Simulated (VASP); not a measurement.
# Os (P6_3/mmc) in VASP: a series of runs

Runs on Os. Level: PBE. Tasks: single point.

All numbers are computed with VASP 6.6.1; they aren't measurements. Logs are shortened: lines on timing, memory, paths and dates and some standing lists are left out, and cuts for length are marked.

### 1 The crystal as given

It takes space group P6_3/mmc (No. 194, hexagonal). The conventional cell has a = 2.734 Å, b = 2.734 Å, c = 4.320 Å, α = 90.00°, β = 90.00°, γ = 120.00°. Around Os (site symmetry -6m2) lie 12 Os at 2.68 to 2.73 Å.

### 2 Single point, PBE

INCAR reads:

```
PREC = Accurate
ENCUT = 520
EDIFF = 1E-6
ISMEAR = 0
SIGMA = 0.015
LREAL = F
LASPH = T
NELM = 80
ALGO = Normal
ISIF = 2
LWAVE = F
LCHARG = F
GGA = PE
NBANDS = 15
```

KPOINTS reads:

```
regular mesh
0
Gamma
  11 11 6
```

POSCAR reads:

```
Os
1.0
    2.7341000000      0.0000000000      0.0000000000
   -1.3670500000      2.3678000565      0.0000000000
    0.0000000000      0.0000000000      4.3197000000
Os
2
Direct
    0.6666666667      0.3333333333      0.7500000000
    0.3333333333      0.6666666667      0.2500000000
```

Potentials or basis: VASP PAW PBE potentials, release 64 (Os).

Run with:

```console
$ cat potpaw_PBE.64/Os/POTCAR > POTCAR
$ mpirun -np 1 vasp_std > vasp.out
```

OUTCAR:

```text
PREC = Accurate
   ENCUT = 520
   EDIFF = 1E-6
   ISMEAR = 0
   LREAL = F
   LASPH = T
   NELM = 80
   ISIF = 2
   GGA = PE

 ion  position               nearest neighbor table
   1  0.667  0.333  0.750-   2 2.68   2 2.68   2 2.68   2 2.68   2 2.68   2 2.68
   2  0.333  0.667  0.250-   1 2.68   1 2.68   1 2.68   1 2.68   1 2.68   1 2.68

  LATTYP: Found a hexagonal cell.
 ALAT       =     2.7341000000
 C/A-ratio  =     1.5799348963

  Lattice vectors:

 A1 = (   2.7341000000,   0.0000000000,   0.0000000000)
 A2 = (  -1.3670500000,   2.3678000565,   0.0000000000)
 A3 = (   0.0000000000,   0.0000000000,   4.3197000000)

Analysis of symmetry for initial positions (statically):
=====================================================================
 Subroutine PRICEL returns:
 Original cell was already a primitive cell.

 Routine SETGRP: Setting up the symmetry group for a
 hexagonal supercell.

 Subroutine GETGRP returns: Found 24 space group operations
 (whereof 12 operations were pure point group operations)
 out of a pool of 24 trial point group operations.

The static configuration has the point symmetry D_3d.
 The point group associated with its full space group is D_6h.

Analysis of symmetry for dynamics (positions and initial velocities):
=====================================================================
 Subroutine PRICEL returns:
 Original cell was already a primitive cell.

 Routine SETGRP: Setting up the symmetry group for a
 hexagonal supercell.

 Subroutine GETGRP returns: Found 24 space group operations
 (whereof 12 operations were pure point group operations)
 out of a pool of 24 trial point group operations.

The dynamic configuration has the point symmetry D_3d.
 The point group associated with its full space group is D_6h.

 Subroutine INISYM returns: Found 24 space group operations
 (whereof 12 operations are pure point group operations),
 and found     1 'primitive' translations

----------------------------------------------------------------------------------------

                                     Primitive cell

  volume of cell :      27.9649

  direct lattice vectors                    reciprocal lattice vectors
     2.734100000  0.000000000  0.000000000     0.365751070  0.211166479  0.000000000
    -1.367050000  2.367800057  0.000000000     0.000000000  0.422332957  0.000000000
     0.000000000  0.000000000  4.319700000     0.000000000  0.000000000  0.231497558

  length of vectors
     2.734100000  2.734100000  4.319700000     0.422332957  0.422332957  0.231497558

  position of ions in fractional coordinates (direct lattice)
     0.666666667  0.333333333  0.750000000
     0.333333333  0.666666667  0.250000000

  ion indices of the primitive-cell ions
   primitive index   ion index
                 1           1
                 2           2

----------------------------------------------------------------------------------------

 KPOINTS: regular mesh

Automatic generation of k-mesh.
 Grid dimensions read from file:
 generate k-points for:   11   11    6

 Generating k-lattice:

  Cartesian coordinates                     Fractional coordinates (reciprocal lattice)
     0.033250097  0.019196953  0.000000000     0.090909091 -0.000000000  0.000000000
     0.000000000  0.038393905  0.000000000     0.000000000  0.090909091  0.000000000
     0.000000000  0.000000000  0.038582926     0.000000000  0.000000000  0.166666667

  Length of vectors
     0.038393905  0.038393905  0.038582926

  Shift w.r.t. Gamma in fractional coordinates (k-lattice)
     0.000000000  0.000000000  0.000000000

 Subroutine IBZKPT returns following result:
 ===========================================

 Found     64 irreducible k-points:

 Following reciprocal coordinates:
            Coordinates               Weight
  0.000000  0.000000  0.000000      1.000000
  0.090909  0.000000  0.000000      6.000000
  0.181818  0.000000  0.000000      6.000000
  0.272727 -0.000000  0.000000      6.000000
  0.363636 -0.000000  0.000000      6.000000
  0.454545  0.000000  0.000000      6.000000
[... 42 lines left out ...]
  0.000000  0.000000  0.500000      1.000000
  0.090909  0.000000  0.500000      6.000000
 [... further k-points ...]
   k-points           NKPTS =     64   k-points in BZ     NKDIM =     64   number of bands    NBANDS=     15
   number of dos      NEDOS =    301   number of ions     NIONS =      2
   total plane-waves  NPLWV =  12800
   dimension x,y,z NGX =    20 NGY =   20 NGZ =   32
   dimension x,y,z NGXF=    40 NGYF=   40 NGZF=   64
   ions per type =               2
   NGX,Y,Z   is equivalent  to a cutoff of  12.16, 12.16, 12.32 a.u.
   NGXF,Y,Z  is equivalent  to a cutoff of  24.32, 24.32, 24.63 a.u.
 SYSTEM =  unknown system
   PREC   = accura    normal or accurate (medium, high low for compatibility)
   ISTART =      0    job   : 0-new  1-cont  2-samecut
   ICHARG =      2    charge: 1-file 2-atom 10-const
   ISPIN  =      1    spin polarized calculation?
   LNONCOLLINEAR =      F non collinear calculations
   LSORBIT =      F    spin-orbit coupling
   LASPH  =      T    aspherical Exc in radial PAW
   ENCUT  =  520.0 eV  38.22 Ry    6.18 a.u.   5.08  5.08  8.03*2*pi/ulx,y,z
   NELM   =     80;   NELMIN=  2; NELMDL= -5     # of ELM steps
   EDIFF  = 0.1E-05   stopping-criterion for ELM
   LREAL  =      F    real-space projection
   EDIFFG = 0.1E-04   stopping-criterion for IOM
   NSW    =      0    number of steps for IOM
   IBRION =     -1    ionic relax: 0-MD 1-quasi-New 2-CG
   NFREE  =      0    steps in history (QN), initial steepest desc. (CG)
   ISIF   =      2    stress and relaxation
   ISYM   =      2    0-nonsym 1-usesym 2-fastsym
   POTIM  = 0.5000    time-step for ionic-motion
   TEBEG  =    0.0;   TEEND  =   0.0 temperature during run
   PSTRESS=    0.0 pullay stress
   NELECT =      16.0000    total number of electrons
   NUPDOWN=      -1.0000    fix difference up-down
   EMIN   =  10.00;   EMAX   =-10.00  energy-range for DOS
   EFERMI =   0.00;   METHOD = LEGACY
   ISMEAR =     0;   SIGMA  =   0.01  broadening in eV -4-tet -1-fermi 0-gaus
   EFERMI_NEDOS =   21; number of points for ismear=-14 and -15
   IALGO  =     38    algorithm
   IMIX   =      4    mixing-type and parameters
     AMIX     =   0.40;   BMIX     =  1.00
     AMIX_MAG =   1.60;   BMIX_MAG =  1.00
  volume/ion in A,a.u.               =      13.98        94.36
  Fermi-wavevector in a.u.,A,eV,Ry     =   1.359076  2.568282 25.131161  1.847088
  Thomas-Fermi vector in A             =   2.485855
   LORBIT       =      0    0 simple, 1 ext, 2 COOP (PROOUT), +10 PAW based schemes
   GGA     = PE    functional components
   LHFCALC =     F    Hartree Fock is set to
   AEXX    =    0.0000 exact exchange contribution
   IVDW    =     0    specifies the selected vdW correction
   LEPSILON=     F    determine dielectric tensor
   LRPA    =     F    only Hartree local field effects (RPA)
 non-spin polarized calculation
 Gauss-broadening in eV      SIGMA  =   0.01
  energy-cutoff  :      520.00
  volume of cell :       27.96
 maximum number of plane-waves:       768
   NGX = 11   NGY = 11   NGZ = 17

 number of electron      15.9999998 magnetization

 Free energy of the ion-electron system (eV)
  ---------------------------------------------------
  ext. energy  EPLUGINS =         0.00000000
  ---------------------------------------------------
  free energy    TOTEN  =       -22.46790496 eV

  energy without entropy =      -22.46763819  energy(sigma->0) =      -22.46777157

 E-fermi :   9.4102     XC(G=0): -14.0601

 val. band max:        9.4069891407   @ k =   0.0909   0.0000   0.3333
 cond. band min:       9.4908398474   @ k =   0.3636   0.0909   0.3333
 fundamental gap:      0.0838507067
 Fermi energy:         9.4101709581

 k-point     1 :       0.0000    0.0000    0.0000
  band No.  band energies     occupation
      1      -1.4737      2.00000
      2       1.6789      2.00000
      3       6.4220      2.00000
      4       6.4220      2.00000
      5       6.6709      2.00000
      6       7.2648      2.00000
      7       7.2648      2.00000
      8       7.9108      2.00000
      9       7.9108      2.00000
     10       9.4970      0.00000
     11      11.1642      0.00000
     12      11.1642      0.00000
     13      18.5534      0.00000
     14      23.5114      0.00000
     15      26.2261      0.00000

 k-point     2 :       0.0909    0.0000    0.0000
  band No.  band energies     occupation
      1      -1.1414      2.00000
      2       1.9710      2.00000
      3       5.8674      2.00000
      4       6.7163      2.00000
      5       7.0320      2.00000
      6       7.1880      2.00000
      7       7.4346      2.00000
      8       7.5394      2.00000
      9       7.6807      2.00000
     10       8.4353      2.00000
     11      11.3222      0.00000
     12      12.7926      0.00000
     13      18.5221      0.00000
     14      24.1864      0.00000
     15      26.6476      0.00000

 k-point     3 :       0.1818    0.0000    0.0000
  band No.  band energies     occupation
      1      -0.2230      2.00000
      2       2.6546      2.00000
      3       5.2213      2.00000
      4       5.9627      2.00000
      5       6.6148      2.00000
      6       7.1621      2.00000
      7       7.5676      2.00000
      8       7.8366      2.00000
      9       7.9277      2.00000
     10       8.3267      2.00000
     11      11.6432      0.00000
     12      15.1812      0.00000
     13      18.3394      0.00000
     14      25.2474      0.00000
     15      26.8626      0.00000

 k-point     4 :       0.2727   -0.0000    0.0000
  band No.  band energies     occupation
      1       1.0007      2.00000
      2       2.9582      2.00000
      3       4.5737      2.00000
      4       5.1754      2.00000
      5       6.4745      2.00000
      6       6.6104      2.00000
      7       7.4198      2.00000
      8       8.8648      2.00000
      9       9.0636      2.00000
     10       9.5069      0.00000
     11      11.9279      0.00000
     12      17.5996      0.00000
     13      18.0199      0.00000
     14      22.7862      0.00000
     15      25.2914      0.00000
[... 595 lines left out ...]
 k-point    38 :       0.4545    0.0000    0.3333
  band No.  band energies     occupation
      1       1.7161      2.00000
      2       2.5271      2.00000
      3       3.9277      2.00000
      4       4.5182      2.00000
      5       7.0159      2.00000
      6       7.7627      2.00000
      7       9.7907      0.00000
      8       9.8778      0.00000
      9      11.5965      0.00000
     10      11.9065      0.00000
     11      11.9298      0.00000
     12      14.0977      0.00000
     13      18.4466      0.00000
     14      19.7824      0.00000
     15      24.5264      0.00000

 k-point    39 :       0.0909    0.0909    0.3333
  band No.  band energies     occupation
      1       0.6526      2.00000
      2       2.5638      2.00000
      3       4.9244      2.00000
      4       5.4651      2.00000
      5       5.8798      2.00000
      6       6.7123      2.00000
      7       7.0174      2.00000
      8       7.2976      2.00000
      9       9.2313      2.00000
     10       9.5327      0.00000
     11      11.0640      0.00000
     12      12.0919      0.00000
     13      22.6909      0.00000
     14      24.4069      0.00000
     15      26.1550      0.00000

 k-point    40 :       0.1818    0.0909    0.3333
  band No.  band energies     occupation
      1       1.4920      2.00000
      2       3.3740      2.00000
      3       4.1441      2.00000
      4       5.1050      2.00000
      5       5.7245      2.00000
      6       6.7409      2.00000
      7       7.1371      2.00000
      8       8.1018      2.00000
      9       9.5746      0.00000
     10       9.9201      0.00000
     11      11.1254      0.00000
     12      13.0128      0.00000
     13      22.1189      0.00000
     14      25.2400      0.00000
     15      26.3939      0.00000

 [... further k-points ...]

------------------------ aborting loop because EDIFF is reached ----------------------------------------

  FORCE on cell =-STRESS in cart. coord.  units (eV):
  Direction    XX          YY          ZZ          XY          YZ          ZX
  --------------------------------------------------------------------------------------
  -------------------------------------------------------------------------------------
  Total        1.5185438      1.5185438      1.5683705     -0.0000000      0.0000000      0.0000000
  in kB       87.0011309     87.0011309     89.8558260     -0.0000000      0.0000000      0.0000000
  external PRESSURE =      87.9526960 kB  Pullay stress =       0.0000000 kB

 VOLUME and BASIS-vectors are now :
 -----------------------------------------------------------------------------
  energy-cutoff  :      520.00
  volume of cell :       27.96
      direct lattice vectors                 reciprocal lattice vectors
     2.734100000  0.000000000  0.000000000     0.365751070  0.211166479  0.000000000
    -1.367050000  2.367800057  0.000000000     0.000000000  0.422332957  0.000000000
     0.000000000  0.000000000  4.319700000     0.000000000  0.000000000  0.231497558

 POSITION                                       TOTAL-FORCE (eV/Angst)
 -----------------------------------------------------------------------------------
      1.36705      0.78927      3.23977         0.000000      0.000000      0.000000
     -0.00000      1.57853      1.07993        -0.000000     -0.000000      0.000000
 -----------------------------------------------------------------------------------
    total drift:                               -0.000000      0.000000     -0.000000

  FREE ENERGIE OF THE ION-ELECTRON SYSTEM (eV)
  ---------------------------------------------------
  free  energy   TOTEN  =       -22.4679049633 eV

  energy  without entropy=      -22.4676381863  energy(sigma->0) =      -22.46777157
```

Run time: 16 s. Hardware: 1 thread of Intel Xeon Platinum 8488C (Sapphire Rapids), shared host; peak memory 0.15 GiB.

Results:

```
Free energy            : -22.4679 eV
Pressure               : 8.8 GPa
Band gap on the k mesh : none (metal or under the smearing width)
```

Stress tensor (GPa, compression positive):
```
8.70 0.00 0.00
0.00 8.70 0.00
0.00 0.00 8.99
```

Levels at points of the mesh, in eV from the Fermi level:
| k point | band 4 | band 5 | band 6 | band 7 | band 8 | band 9 | band 10 | band 11 | band 12 | band 13 |
| --- | --- | --- | --- | --- | --- | --- | --- | --- | --- | --- |
| (0.00, 0.00, 0.00) | -2.99 | -2.74 | -2.15 | -2.15 | -1.50 | -1.50 | 0.09 | 1.75 | 1.75 | 9.14 |
| (0.00, 0.00, 0.50) | -3.51 | -3.18 | -3.18 | -3.18 | -3.18 | 0.96 | 0.96 | 0.96 | 0.96 | 13.81 |

### 3 Single point, PBE

INCAR reads:

```
ALGO = Normal ; EDIFF = 1E-6
ENCUT = 520 ; GGA = PE
ISIF = 2 ; ISMEAR = 0
LASPH = True ; LCHARG = True
LELF = True ; LREAL = False
LVHAR = True ; LWAVE = False
NBANDS = 15 ; NELM = 80
PREC = Accurate ; SIGMA = 0.025
```

KPOINTS reads:

```
k-points
0
Gamma
  11 11 6
```

POSCAR is that of step 2.

Potentials or basis: VASP PAW PBE potentials, release 64 (Os).

Run with:

```console
$ cat potpaw_PBE.64/Os/POTCAR > POTCAR
$ mpirun -np 1 vasp_std > vasp.out
```

It took 12 s on 1 thread of Intel Xeon Platinum 8375C at 2.90GHz (Ice Lake), shared host; peak memory 0.15 GiB.

The run converged. Its results:

| Item | Value |
| --- | --- |
| Free energy | -22.4681 eV |
| Pressure | 8.8 GPa |
| Band gap on the k mesh | none (metal or under the smearing width) |

Stress tensor (GPa, compression positive):
```
8.70 0.00 0.00
0.00 8.70 0.00
0.00 0.00 8.99
```

Levels at points of the mesh, in eV from the Fermi level:
```
           k point  band 5  band 6  band 7  band 8  band 9  band 10  band 11  band 12
(0.00, 0.00, 0.00)   -2.74   -2.15   -2.15   -1.50   -1.50     0.08     1.75     1.75
(0.00, 0.00, 0.50)   -3.19   -3.19   -3.19   -3.19    0.96     0.96     0.96     0.96
```

Spin-orbit coupling is left out, which matters for the levels of Os.

### 4 Single point, PBE

INCAR reads:

```
SYSTEM = Os
PREC = Accurate
ENCUT = 520
EDIFF = 1E-6
ISMEAR = 0
SIGMA = 0.011
LREAL = .False.
LASPH = .True.
NELM = 60
ALGO = Normal
ISIF = 2
LWAVE = .False.
LCHARG = .False.
GGA = PE
NBANDS = 15
```

KPOINTS reads:

```
Automatic mesh
0
Gamma
  11 11 6
  0 0 0
```

POSCAR is that of step 3.

Run with:

```console
$ cat potpaw_PBE.64/Os/POTCAR > POTCAR
$ mpirun -np 1 vasp_std > vasp.out
```

Run time: 23 s. Hardware: 1 thread of Intel Xeon Platinum 8559C (Emerald Rapids), shared host; peak memory 0.14 GiB.

The run converged. Its results:

```yaml
Free_energy: -22.4678 eV
Pressure: 8.8 GPa
Band_gap_on_the_k_mesh: none (metal or under the smearing width)
```

Stress tensor (GPa, compression positive):
```
8.70 0.00 0.00
0.00 8.70 0.00
0.00 0.00 8.98
```

Levels at points of the mesh, in eV from the Fermi level:
| k point | band 4 | band 5 | band 6 | band 7 | band 8 | band 9 | band 10 | band 11 | band 12 | band 13 |
| --- | --- | --- | --- | --- | --- | --- | --- | --- | --- | --- |
| (0.00, 0.00, 0.00) | -2.99 | -2.74 | -2.14 | -2.14 | -1.50 | -1.50 | 0.09 | 1.75 | 1.75 | 9.14 |
| (0.00, 0.00, 0.50) | -3.51 | -3.18 | -3.18 | -3.18 | -3.18 | 0.96 | 0.96 | 0.96 | 0.96 | 13.81 |

The run has no spin-orbit coupling, so splittings on Os are missing.

### 5 Overview

| smearing | gap on the mesh (eV) | pressure (GPa) |
| --- | --- | --- |
| gaussian 0.015 eV | none | 8.8 |
| gaussian 0.025 eV | none | 8.8 |
| gaussian 0.011 eV | none | 8.8 |

Alike in all rows: task single point; level PBE; potentials or basis VASP PAW PBE potentials, release 64 (Os); no spin polarisation; cell as given; k mesh 11 × 11 × 6; cutoff (eV) 520.

Every run on the cell as given and a fine mesh finds a metal.

Absolute energies hang on the potentials; compare differences alone.
